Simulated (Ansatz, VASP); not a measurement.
**Two plane-wave programs on Ta**

```
CELL_PARAMETERS angstrom
-1.34397 1.34397 1.34397
1.34397 -1.34397 1.34397
1.34397 1.34397 -1.34397
ATOMIC_POSITIONS crystal
Ta 0.00000 0.00000 0.00000
```

Change from the starting cell: volume scaled by 0.55, PAW files.

Alike in both runs: task single point; functional PBEsol; k mesh 18 × 18 × 18; occupations fermi-dirac, width 0.05 eV; no spin polarisation.

|  | VASP | Ansatz |
| --- | --- | --- |
| version | VASP 6.6.1 | Ansatz 0.2.0 |
| potentials or method | VASP PAW PBE potentials, release 64 (Ta_pv) | PAW with Ansatz's default frozen-core files, scalar-relativistic |
| plane-wave cutoff (eV) | 520 | 420 |
| valence electrons in the cell | 11 | 13 |

VASP gave:

| Property | Result |
| --- | --- |
| pressure (GPa) | 396.1 |

Problem. Which values does Ansatz return?

Solution. Pressure (GPa): 385.7.

The functional is the same, so the differences come from potentials, cutoffs and numerics. The two sets of potentials don't hold the same shells in valence.

Caveats: the cell as given lies far from equilibrium; so large a pressure means that the cell lies far from this level's equilibrium, or that cutoff or potentials fall short (VASP); the potentials were made for another functional, which shifts forces and pressure (VASP). Spin-orbit coupling is left out, which matters for the levels of Ta.
